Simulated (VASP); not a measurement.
# MgO (P-6m2) in VASP: notebook

The runs below take MgO through single point, with PBE.

All numbers are computed with VASP 6.6.1; they aren't measurements. Logs are shortened: lines on timing, memory, paths and dates and some standing lists are left out, and cuts for length are marked.

## Step 1: The structure

It takes space group P-6m2 (No. 187, hexagonal). The conventional cell has a = 2.938 Å, b = 2.938 Å, c = 2.680 Å, α = 90.00°, β = 90.00°, γ = 120.00°. Around Mg (site symmetry -6m2) lie 6 O at 2.16 Å. O (site symmetry -6m2) is surrounded by 6 Mg at 2.16 Å.

Measurements of this composition are mostly on another form, of space group No. 225.

## Step 2: Single point, PBE

Input file INCAR:

```
ADDGRID = True
ALGO = Normal
EDIFF = 1E-7
ENCUT = 800
GGA = PE
ISIF = 2
ISMEAR = 0
LASPH = True
LCHARG = False
LREAL = False
LWAVE = False
NELM = 100
PREC = Accurate
SIGMA = 0.05
```

Input file KPOINTS:

```
k-points
0
Gamma
  8 8 7
```

Input file POSCAR:

```
MgO
1.0
    2.9380209034      0.0000000000      0.0000000000
   -1.4690104517      2.5444007392      0.0000000000
    0.0000000000      0.0000000000      2.6796800000
Mg O
1 1
Direct
   -0.0050010000     -0.0013850000      0.0023980000
    0.2972290000      0.6917140000      0.5132270000
```

Potentials or basis: VASP PAW PBE potentials, release 64 (Mg, O_h).

The run is started by

```bash
$ cat potpaw_PBE.64/Mg/POTCAR potpaw_PBE.64/O_h/POTCAR > POTCAR
$ mpirun -np 1 vasp_std > vasp.out
```

OUTCAR:

```text
EDIFF = 1E-7
   ENCUT = 800
   GGA = PE
   ISIF = 2
   ISMEAR = 0
   LASPH = True
   LREAL = False
   NELM = 100
   PREC = Accurate

 Found    226 irreducible k-points:

 Following reciprocal coordinates:
            Coordinates               Weight
  0.000000  0.000000  0.000000      1.000000
  0.125000  0.000000  0.000000      2.000000
  0.000000  0.125000  0.000000      2.000000
 -0.125000  0.125000  0.000000      2.000000
  0.250000  0.000000  0.000000      2.000000
  0.000000  0.250000  0.000000      2.000000
   k-points           NKPTS =    226   k-points in BZ     NKDIM =    226   number of bands    NBANDS=      8
   number of dos      NEDOS =    301   number of ions     NIONS =      2
   total plane-waves  NPLWV =  21952
   dimension x,y,z NGX =    28 NGY =   28 NGZ =   28
   dimension x,y,z NGXF=    56 NGYF=   56 NGZF=   56
   ions per type =               1   1
   NGX,Y,Z   is equivalent  to a cutoff of  15.84, 15.84, 17.37 a.u.
   NGXF,Y,Z  is equivalent  to a cutoff of  31.69, 31.69, 34.74 a.u.
 SYSTEM =  unknown system
   PREC   = accura    normal or accurate (medium, high low for compatibility)
   ISTART =      0    job   : 0-new  1-cont  2-samecut
   ICHARG =      2    charge: 1-file 2-atom 10-const
   ISPIN  =      1    spin polarized calculation?
   LNONCOLLINEAR =      F non collinear calculations
   LSORBIT =      F    spin-orbit coupling
   LASPH  =      T    aspherical Exc in radial PAW
   ENCUT  =  800.0 eV  58.80 Ry    7.67 a.u.   6.78  6.78  6.18*2*pi/ulx,y,z
   NELM   =    100;   NELMIN=  2; NELMDL= -5     # of ELM steps
   EDIFF  = 0.1E-06   stopping-criterion for ELM
   LREAL  =      F    real-space projection
   EDIFFG = 0.1E-05   stopping-criterion for IOM
   NSW    =      0    number of steps for IOM
   IBRION =     -1    ionic relax: 0-MD 1-quasi-New 2-CG
   NFREE  =      0    steps in history (QN), initial steepest desc. (CG)
   ISIF   =      2    stress and relaxation
   ISYM   =      2    0-nonsym 1-usesym 2-fastsym
   POTIM  = 0.5000    time-step for ionic-motion
   TEBEG  =    0.0;   TEEND  =   0.0 temperature during run
   PSTRESS=    0.0 pullay stress
   NELECT =       8.0000    total number of electrons
   NUPDOWN=      -1.0000    fix difference up-down
   EMIN   =  10.00;   EMAX   =-10.00  energy-range for DOS
   EFERMI =   0.00;   METHOD = LEGACY
   ISMEAR =     0;   SIGMA  =   0.05  broadening in eV -4-tet -1-fermi 0-gaus
   EFERMI_NEDOS =   21; number of points for ismear=-14 and -15
   IALGO  =     38    algorithm
   IMIX   =      4    mixing-type and parameters
     AMIX     =   0.40;   BMIX     =  1.00
     AMIX_MAG =   1.60;   BMIX_MAG =  1.00
  volume/ion in A,a.u.               =      10.02        67.59
  Fermi-wavevector in a.u.,A,eV,Ry     =   1.205583  2.278221 19.775115  1.453430
  Thomas-Fermi vector in A             =   2.341275
   LORBIT       =      0    0 simple, 1 ext, 2 COOP (PROOUT), +10 PAW based schemes
   GGA     = PE    functional components
   LHFCALC =     F    Hartree Fock is set to
   AEXX    =    0.0000 exact exchange contribution
   IVDW    =     0    specifies the selected vdW correction
   LEPSILON=     F    determine dielectric tensor
   LRPA    =     F    only Hartree local field effects (RPA)
 non-spin polarized calculation
 Gauss-broadening in eV      SIGMA  =   0.05
  energy-cutoff  :      800.00
  volume of cell :       20.03
 maximum number of plane-waves:      1038
   NGX = 13   NGY = 13   NGZ = 13

 number of electron       8.0000000 magnetization

 Free energy of the ion-electron system (eV)
  ---------------------------------------------------
  ext. energy  EPLUGINS =         0.00000000
  ---------------------------------------------------
  free energy    TOTEN  =       -11.18941397 eV

  energy without entropy =      -11.18941397  energy(sigma->0) =      -11.18941397

 E-fermi :   3.9707     XC(G=0): -10.7314

 val. band max:        3.7052037776   @ k =   0.0000   0.0000   0.4286
 cond. band min:       6.6590658072   @ k =   0.0000   0.0000   0.0000
 fundamental gap:      2.9538620295
 Fermi energy:         3.9707177632

 k-point     1 :       0.0000    0.0000    0.0000
  band No.  band energies     occupation
      1     -13.7628      2.00000
      2       2.9972      2.00000
      3       3.1621      2.00000
      4       3.2614      2.00000
      5       6.6591      0.00000
      6      15.5635      0.00000
      7      19.1002      0.00000
      8      19.4491      0.00000

 k-point     2 :       0.1250    0.0000    0.0000
  band No.  band energies     occupation
      1     -13.6298      2.00000
      2       2.1454      2.00000
      3       2.9255      2.00000
      4       3.3113      2.00000
      5       7.5958      0.00000
      6      15.5205      0.00000
      7      17.9797      0.00000
      8      19.7200      0.00000

 k-point     3 :       0.0000    0.1250    0.0000
  band No.  band energies     occupation
      1     -13.6296      2.00000
      2       2.1388      2.00000
      3       2.9343      2.00000
      4       3.3109      2.00000
      5       7.5915      0.00000
      6      15.5271      0.00000
      7      17.9469      0.00000
      8      19.7520      0.00000

 k-point     4 :      -0.1250    0.1250    0.0000
  band No.  band energies     occupation
      1     -13.6275      2.00000
      2       2.0606      2.00000
      3       3.0477      2.00000
      4       3.3048      2.00000
      5       7.5241      0.00000
      6      15.5676      0.00000
      7      17.8049      0.00000
      8      19.8298      0.00000

 k-point     5 :       0.2500    0.0000    0.0000
  band No.  band energies     occupation
      1     -13.2878      2.00000
      2       0.5557      2.00000
      3       2.6584      2.00000
      4       3.4356      2.00000
      5       9.1054      0.00000
      6      14.6365      0.00000
      7      17.5218      0.00000
      8      20.5051      0.00000

 k-point     6 :       0.0000    0.2500    0.0000
  band No.  band energies     occupation
      1     -13.2872      2.00000
      2       0.5507      2.00000
      3       2.6666      2.00000
      4       3.4340      2.00000
      5       9.0936      0.00000
      6      14.6412      0.00000
      7      17.5096      0.00000
      8      20.5223      0.00000

 [... further k-points ...]

------------------------ aborting loop because EDIFF is reached ----------------------------------------

  FORCE on cell =-STRESS in cart. coord.  units (eV):
  Direction    XX          YY          ZZ          XY          YZ          ZX
  --------------------------------------------------------------------------------------
  -------------------------------------------------------------------------------------
  Total       -0.2335644     -0.3232864     -0.1767406     -0.0691102      0.0573642     -0.1041194
  in kB      -18.6807346    -25.8567978    -14.1359000     -5.5275100      4.5880540     -8.3275820
  external PRESSURE =     -19.5578108 kB  Pullay stress =       0.0000000 kB

 VOLUME and BASIS-vectors are now :
 -----------------------------------------------------------------------------
  energy-cutoff  :      800.00
  volume of cell :       20.03
      direct lattice vectors                 reciprocal lattice vectors
     2.938020903  0.000000000  0.000000000     0.340365175  0.196509926  0.000000000
    -1.469010452  2.544400739  0.000000000     0.000000000  0.393019851  0.000000000
     0.000000000  0.000000000  2.679680000     0.000000000  0.000000000  0.373178887

 POSITION                                       TOTAL-FORCE (eV/Angst)
 -----------------------------------------------------------------------------------
      1.45635      2.54088      0.00643        -0.576685      0.319846      0.125507
     -0.14287      1.76000      1.37528         0.576685     -0.319846     -0.125507
 -----------------------------------------------------------------------------------
    total drift:                                0.000681     -0.000413     -0.000230

  FREE ENERGIE OF THE ION-ELECTRON SYSTEM (eV)
  ---------------------------------------------------
  free  energy   TOTEN  =       -11.1894139661 eV

  energy  without entropy=      -11.1894139661  energy(sigma->0) =      -11.18941397
```

Run time: 64 s. Hardware: 1 thread of AMD EPYC 7R13 (Zen 3), shared host; peak memory 0.3 GiB.

The run converged, but some of its settings lie outside the range that counts as converged, so its numbers aren't taken as properties of the crystal.

Results:

| Item | Value |
| --- | --- |
| Free energy | -11.1894 eV |
| Largest force | 0.671 eV/Å |
| Band gap on the k mesh | 2.95 eV, indirect (least direct gap 3.40 eV) |

Caveat: the cutoff is under 1.25 times the usual one of these potentials, so pressure, stress and relaxed cells hold a basis-set (Pulay) error; an odd mesh through Γ misses points on the zone boundary, where band edges often lie.

## Step 3: Single point, PBE

INCAR, as its differences from that of step 2:

```diff
@@ -1,2 +1,2 @@
-ADDGRID = True
+ADDGRID = False
 ALGO = Normal
@@ -7,3 +7,3 @@
 ISMEAR = 0
-LASPH = True
+LASPH = False
 LCHARG = False
```

KPOINTS is that of step 2.

Input file POSCAR:

```
MgO
1.0
    2.9380209034      0.0000000000      0.0000000000
   -1.4690104517      2.5444007392      0.0000000000
    0.0000000000      0.0000000000      2.6796800000
Mg O
1 1
Direct
    0.0000000000      0.0000000000      0.0000000000
    0.3333333333      0.6666666667      0.5000000000
```

Potentials or basis: VASP PAW PBE potentials, release 64 (Mg, O_h).

The run is started by

```bash
$ cat potpaw_PBE.64/Mg/POTCAR potpaw_PBE.64/O_h/POTCAR > POTCAR
$ mpirun -np 1 vasp_std > vasp.out
```

Run time: 11 s. Hardware: 1 thread of AMD EPYC 7R13 (Zen 3), shared host; peak memory 0.13 GiB.

These settings aren't checked as converged: the numbers below hold their error.

Results:

- Free energy: -11.2353 eV
- Band gap on the k mesh: 3.00 eV, indirect (least direct gap 3.39 eV)

Caveat: the cutoff is under 1.25 times the usual one of these potentials, so pressure, stress and relaxed cells hold a basis-set (Pulay) error; an odd mesh through Γ misses points on the zone boundary, where band edges often lie.
